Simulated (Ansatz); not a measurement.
# SnTe (P1) in Ansatz: convergence with cutoff

Aim: find how far cutoff must go before the results for SnTe settle, at PBE. This setting moves, with any that are tied to it; all else stays.

Program: Ansatz 0.2.0. These are calculated values, not measurements. Logs are shortened: lines on timing, memory, paths and dates and some standing lists are left out, and cuts for length are marked.

### Step 1. The cell of the first run

The typed cell holds 2 atoms: a = 4.456 Å, b = 4.456 Å, c = 4.456 Å, α = 60.00°, β = 60.00°, γ = 60.00°.

The cell isn't the ideal one: atoms moved at random, drawn with an rms of 0.1 Å.

### Step 2. With cutoff 80 eV

Input file input.yaml:

```yaml
crystal:
  lattice:
    - [0.0, 3.15085, 3.15085]
    - [3.15085, 0.0, 3.15085]
    - [3.15085, 3.15085, 0.0]
  atoms:
    - { symbol: Te, position: [0.49173, 0.495784, 0.514652] }
    - { symbol: Sn, position: [-0.01992, 0.004773, 0.010445] }
kpoints:
  mp_grid: { grid: [4, 4, 4] }
scf:
  occupations: { method: fermi_dirac, width: 0.05 }
hamiltonian:
  xc: pbe
  pseudopotentials: { kind: all_electron, lapw: { basis_error: 0.001 } }
output:
  forces: true
  stress: true
  eigenvalues: true
basis:
  ecutwfc: 80
```

Potentials or basis: all-electron LAPW, scalar-relativistic.

Started as:

```
> ansatz run input.yaml --threads 1 --pin off --max-ram 3072MiB --backend cpu --events-out ev --progress --plain --runs-dir out
```

What it wrote:

```text
Warning: RAYON_NUM_THREADS=1 ignored (pool sized by the plan → 1); use --threads N
LAPW: plane waves up to 4.582 Å⁻¹, error target 1.0e-3 eV per atom; small_component_spin mean_spin; the cutoff is typed (target and bands ask for 193.4 eV, largest radius times wave number 7.2, largest estimated error of a free atom 1.3e-1 eV); Sn in spheres of 1.566 Å, 22 of its electrons in bands, Dirac shells []; Te in spheres of 1.535 Å, 24 of its electrons in bands, Dirac shells [] (how accurate: hamiltonian.pseudopotentials.lapw.basis_error, Limitations)
Engine: ansatz 0.2.0, aarch64-unknown-linux-gnu
Pseudopotentials: kind: all_electron
Pseudopotential: Te, LAPW, valence charge 24, lapw/all_electron/scalar/gaussian/Te, Koelling and Harmon's equation, gaussian nucleus
Pseudopotential: Sn, LAPW, valence charge 22, lapw/all_electron/scalar/gaussian/Sn, Koelling and Harmon's equation, gaussian nucleus
Functional definition: PBE
  parameter kappa = 0.804
  parameter beta = 0.06672455060314922
  exchange = pbe_x(kappa = kappa, mu = beta*pi^2/3)
  correlation = pbe_c(beta = beta)
Crystal: 2 atoms, lattice volume = 62.562 Å³
Basis set: ecut = 79.99999999999999 eV, 113 PW (Γ), exchange–correlation at level 2
Bands: 28, of which v1, the nominal top of the filled ones, is band 23 counted from 1 (22 counted from 0)
Symmetry: 1 space group operations
Space group: P1 (ITA 1), of the structure as read, at distance tolerance 4.0e-5 Å
k-points: 36 of 64 (time reversal used)
Non-local potential: Te, projectors of the file, none
Non-local potential: Sn, projectors of the file, none
Initial density: superposition of atomic densities (chi_scale 0.1, normalization cell, long waves kept (reshape's long-wave potential 0.00 eV rms))
Initial wavefunctions: plane waves of lowest kinetic energy (no species holds an atomic orbital)
Functional: x = pbe(κ = 0.804, μ = 0.2195149727645171), c = pbe(β = 0.06672455060314922)
iter 1 solved again at ethr=4.06e-4 eV; its pass at ethr=1.00e-1 eV (dr2=1.87e-1 eV) is discarded
SCF iter   1: F=—  HF=-352974.249945 eV  |F-HF|=—  |Δ(HF+E_count)|=         —  Δρ=1.18e-2  dr2=1.87e-1  ethr=4.06e-4  ⟨swp⟩=2.4  Hψ=6394  notcnv=0
preconditioner: auto → Kerker (q_TF=auto, 2.592 Å⁻¹)  [metal: Δε(μ)=0.094 eV  Ē_g=9.611 eV  σ=0.050 eV  W_gap=0.44  n_scr=14 (ndim 8)  ℏωp=14.8 eV  f_vac=0.031  D(μ)=0.78/eV (n_scr^D=0)]
SCF iter   2: F=—  HF=-352974.212203 eV  |F-HF|=—  |Δ(HF+E_count)|=   3.77e-2  Δρ=7.62e-3  dr2=7.69e-2  ethr=4.06e-4  ⟨swp⟩=2.1  Hψ=3102  notcnv=0
SCF iter   3: F=—  HF=-352974.204060 eV  |F-HF|=—  |Δ(HF+E_count)|=   8.14e-3  Δρ=3.55e-3  dr2=1.85e-2  ethr=1.67e-4  ⟨swp⟩=2.0  Hψ=3003  notcnv=0
iter 4 solved again at ethr=1.54e-6 eV; its pass at ethr=4.02e-5 eV (dr2=7.10e-4 eV) is discarded
SCF iter   4: F=—  HF=-352974.205646 eV  |F-HF|=—  |Δ(HF+E_count)|=   1.59e-3  Δρ=7.95e-4  dr2=7.12e-4  ethr=1.54e-6  ⟨swp⟩=2.0  Hψ=5073  notcnv=0
SCF iter   5: F=—  HF=-352974.204437 eV  |F-HF|=—  |Δ(HF+E_count)|=   1.21e-3  Δρ=4.03e-4  dr2=1.31e-4  ethr=1.54e-6  ⟨swp⟩=2.3  Hψ=3014  notcnv=0
SCF iter   6: F=—  HF=-352974.204509 eV  |F-HF|=—  |Δ(HF+E_count)|=   7.17e-5  Δρ=1.33e-4  dr2=1.29e-5  ethr=2.84e-7  ⟨swp⟩=3.0  Hψ=3064  notcnv=0
SCF iter   7: F=—  HF=-352974.204521 eV  |F-HF|=—  |Δ(HF+E_count)|=   1.22e-5  Δρ=5.04e-5  dr2=2.63e-6  ethr=2.81e-8  ⟨swp⟩=3.0  Hψ=3141  notcnv=0
SCF iter   8: F=—  HF=-352974.204521 eV  |F-HF|=—  |Δ(HF+E_count)|=   6.16e-7  Δρ=2.27e-5  dr2=6.56e-7  ethr=5.72e-9  ⟨swp⟩=3.0  Hψ=3128  notcnv=0
SCF iter   9: F=—  HF=-352974.204522 eV  |F-HF|=—  |Δ(HF+E_count)|=   1.84e-7  Δρ=9.51e-6  dr2=1.11e-7  ethr=1.43e-9  ⟨swp⟩=2.9  Hψ=3056  notcnv=0
SCF iter  10: F=-352974.204522 eV  HF=-352974.204522 eV  |F-HF|=2.97e-9  |Δ(HF+E_count)|=   1.65e-8  Δρ=4.16e-6  dr2=1.57e-8  ethr=2.41e-10  ⟨swp⟩=2.8  Hψ=3039  notcnv=0
SCF 1 converged in 10 iterations: F = -352974.204522 eV  dr2 = 1.57e-8
the basis misses lapw.basis_error, or isn't shown to meet it; the report's basis errors tell why
SCF converged after 10 iterations
Free energy (F): -352974.204522 eV
Harris-Foulkes:  -352974.204522 eV  (|F-HF|=2.97e-9)
Internal energy: -352974.198374 eV  (E = F + TS)
E sigma→0 (E₀):  -352974.201448 eV
Entropy (-TS):   -0.006147 eV (-3.074 meV/atom)
Fermi energy:    12.091272 eV
--- Per-component energies (eV) ---
  E_band       = -1842.593124
  E_kinetic    = 372041.979237
  E_xc         = -9288.808762
  E_electrostatic = -715727.368849  (all electrons and nuclei)
  E_smearing   = -0.006147  (= −TS)
  E_closure    = 0.000000  (closes the sum)
  E_atoms      = -352966.846133  (free atoms, spherical and without spin; not in F)
  Σ components = -352974.204522   (vs F -352974.204522, Δ=0.00e0)
  Basis errors (estimates in eV, not in F): energy 7.7e-2 per atom: plane waves 7.7e-2 (5.9e-2 summed), levels above the bands 5.0e-43, relativity 3.1e-8, radial functions 8.9e-6, core shells 1.1e-9; eigenvalues (radial functions only) 9.5e-7; not estimated: angular momenta, meshes, grids; target (lapw.basis_error) 1.0e-3, missed at the typed basis.ecutwfc; muffin-tin radii Sn 1.566 Å, Te 1.535 Å
--- Forces (eV/Å), atoms counted from 1 ---
  atom   1  Te    -0.01718529     0.06923930     0.00949304
  atom   2  Sn     0.01718584    -0.06924274    -0.00949337
  max |Σ_I F_I| component: 3.44e-6 eV/Å
--- Stress (GPa, compression-positive) ---
        2.744001      -0.004149      -0.001117
       -0.004149       2.771591       0.002409
       -0.001117       0.002409       2.742220
  P = ⅓ Tr σ = 2.7526 GPa (27.526 kbar)
--- Band table (eV; the first three rows and the last of 36) ---
  k-point 0: bands = ["-147.6773", "-117.8692", "-97.7175", "-97.7172", "-97.7170", "-73.6564", "-73.6560", "-73.6560", "-25.0518", "-25.0514", "-25.0455", "-25.0454", "-25.0450", "-9.8797", "-9.8788", "-9.8705", "-9.8704", "-9.8699", "-0.7828", "7.3510", "9.8784", "9.8866", "9.8878", "15.3674", "15.3707", "15.3931", "16.8121", "16.8280"]
  k-point 1: bands = ["-147.6772", "-117.8692", "-97.7175", "-97.7172", "-97.7170", "-73.6563", "-73.6559", "-73.6559", "-25.0500", "-25.0496", "-25.0448", "-25.0431", "-25.0427", "-9.8795", "-9.8786", "-9.8683", "-9.8638", "-9.8635", "-0.2822", "5.3602", "9.9866", "9.9911", "11.0812", "13.6114", "13.6143", "13.6838", "17.1682", "18.0307"]
  k-point 2: bands = ["-147.6772", "-117.8692", "-97.7175", "-97.7172", "-97.7170", "-73.6564", "-73.6560", "-73.6559", "-25.0512", "-25.0508", "-25.0462", "-25.0449", "-25.0445", "-9.8843", "-9.8834", "-9.8706", "-9.8640", "-9.8637", "0.4932", "3.6988", "10.2084", "10.2158", "12.0383", "12.1450", "12.4136", "12.4275", "19.7951", "20.8573"]
  k-point 35: bands = ["-147.6772", "-117.8692", "-97.7175", "-97.7172", "-97.7170", "-73.6564", "-73.6560", "-73.6559", "-25.0512", "-25.0508", "-25.0461", "-25.0449", "-25.0446", "-9.8843", "-9.8834", "-9.8706", "-9.8641", "-9.8637", "0.4926", "3.7001", "10.2072", "10.2177", "12.0254", "12.1580", "12.4121", "12.4260", "19.7924", "20.8614"]
```

It took 10 s on 1 thread of Arm Neoverse V1, shared host; peak memory 0.26 GiB.

What came out:

```
Free energy   : -352974.2045 eV
Pressure      : 2.8 GPa
Largest force : 0.072 eV/Å
```

### Step 3. With cutoff 110 eV

Edit input.yaml of step 2 so:

```diff
@@ -20,2 +20,2 @@
 basis:
-  ecutwfc: 80
+  ecutwfc: 110
```

Potentials or basis: all-electron LAPW, scalar-relativistic.

Started as:

```
> ansatz run input.yaml --threads 1 --pin off --max-ram 3072MiB --backend cpu --events-out ev --progress --plain --runs-dir out
```

It took 14 s on 1 thread of Arm Neoverse V1, shared host; peak memory 0.26 GiB.

Results:

| Property | Result |
| --- | --- |
| Free energy | -352974.3316 eV |
| Pressure | 2.0 GPa |
| Largest force | 0.070 eV/Å |

### Step 4. With cutoff 140 eV

Edit input.yaml of step 3 so:

```diff
@@ -20,2 +20,2 @@
 basis:
-  ecutwfc: 110
+  ecutwfc: 140
```

Started as:

```
> ansatz run input.yaml --threads 1 --pin off --max-ram 3072MiB --backend cpu --events-out ev --progress --plain --runs-dir out
```

Wall time 15 s (1 thread of Arm Neoverse V1, shared host); peak memory 0.27 GiB.

Results:

```
Free energy   : -352974.3551 eV
Pressure      : 1.9 GPa
Largest force : 0.070 eV/Å
```

### Step 5. With cutoff 180 eV

Edit input.yaml of step 4 so:

```diff
@@ -20,2 +20,2 @@
 basis:
-  ecutwfc: 140
+  ecutwfc: 180
```

Started as:

```
> ansatz run input.yaml --threads 1 --pin off --max-ram 3072MiB --backend cpu --events-out ev --progress --plain --runs-dir out
```

Wall time 17 s (1 thread of Arm Neoverse V1, shared host); peak memory 0.29 GiB.

Results:

```yaml
Free_energy: -352974.3609 eV
Pressure: 1.9 GPa
Largest_force: 0.069 eV/Å
```

### Step 6. With cutoff 230 eV

Edit input.yaml of step 5 so:

```diff
@@ -20,2 +20,2 @@
 basis:
-  ecutwfc: 180
+  ecutwfc: 230
```

Potentials or basis: all-electron LAPW, scalar-relativistic.

Started as:

```
> ansatz run input.yaml --threads 1 --pin off --max-ram 3072MiB --backend cpu --events-out ev --progress --plain --runs-dir out
```

Run time: 24 s. Hardware: 1 thread of Arm Neoverse V1, shared host; peak memory 0.32 GiB.

What came out:

- Free energy: -352974.3617 eV
- Pressure: 1.9 GPa
- Largest force: 0.069 eV/Å

### Step 7. With cutoff 290 eV

Edit input.yaml of step 6 so:

```diff
@@ -20,2 +20,2 @@
 basis:
-  ecutwfc: 230
+  ecutwfc: 290
```

Started as:

```
> ansatz run input.yaml --threads 1 --pin off --max-ram 3072MiB --backend cpu --events-out ev --progress --plain --runs-dir out
```

It took 36 s on 1 thread of Arm Neoverse V1, shared host; peak memory 0.37 GiB.

What came out:

```yaml
Free_energy: -352974.3618 eV
Pressure: 1.9 GPa
Largest_force: 0.069 eV/Å
```

### Step 8. With cutoff 360 eV

Edit input.yaml of step 7 so:

```diff
@@ -20,2 +20,2 @@
 basis:
-  ecutwfc: 290
+  ecutwfc: 360
```

Started as:

```
> ansatz run input.yaml --threads 1 --pin off --max-ram 3072MiB --backend cpu --events-out ev --progress --plain --runs-dir out
```

Wall time 50 s (1 thread of Arm Neoverse V1, shared host); peak memory 0.44 GiB.

Results:

* Free energy: -352974.3618 eV
* Pressure: 1.9 GPa
* Largest force: 0.069 eV/Å

### Step 9. With cutoff 450 eV

Edit input.yaml of step 8 so:

```diff
@@ -20,2 +20,2 @@
 basis:
-  ecutwfc: 360
+  ecutwfc: 450
```

Potentials or basis: all-electron LAPW, scalar-relativistic.

Started as:

```
> ansatz run input.yaml --threads 1 --pin off --max-ram 3072MiB --backend cpu --events-out ev --progress --plain --runs-dir out
```

Wall time 80 s (1 thread of Arm Neoverse V1, shared host); peak memory 0.58 GiB.

Results (log left out):

- Free energy: -352974.3618 eV
- Pressure: 1.9 GPa
- Largest force: 0.069 eV/Å

### Step 10. With cutoff 560 eV

Edit input.yaml of step 9 so:

```diff
@@ -20,2 +20,2 @@
 basis:
-  ecutwfc: 450
+  ecutwfc: 560
```

Started as:

```
> ansatz run input.yaml --threads 1 --pin off --max-ram 3072MiB --backend cpu --events-out ev --progress --plain --runs-dir out
```

Run time: 1.9 min. Hardware: 1 thread of Arm Neoverse V1, shared host; peak memory 0.75 GiB.

It converged, with:

```
Free energy   : -352974.3618 eV
Pressure      : 1.9 GPa
Largest force : 0.069 eV/Å
```

### Step 11. The series at a glance

```csv
cutoff,"energy less the tightest run, at zero smearing (meV/atom)",pressure (GPa),largest force (eV/Å),SCF cycles,CPU time (s),peak memory (GiB)
80 eV,78.64,2.75,0.072,10,10,0.26
110 eV,15.12,2.02,0.070,10,14,0.26
140 eV,3.34,1.89,0.070,10,15,0.27
180 eV,0.47,1.86,0.069,10,17,0.29
230 eV,0.04,1.85,0.069,10,24,0.32
290 eV,0.01,1.85,0.069,10,36,0.37
360 eV,0.00,1.85,0.069,10,50,0.44
450 eV,0.00,1.85,0.069,10,80,0.58
560 eV,0.00,1.85,0.069,10,120,0.75
```

Against the tightest run, the energy stays within 1 meV/atom from 180 eV on; the pressure stays within 0.1 GPa from 140 eV on; the largest force stays within 0.005 eV/Å from 80 eV on. The tightest run that finished is the yardstick and may itself not be fully converged.

Caveats: all runs use coarse meshes.
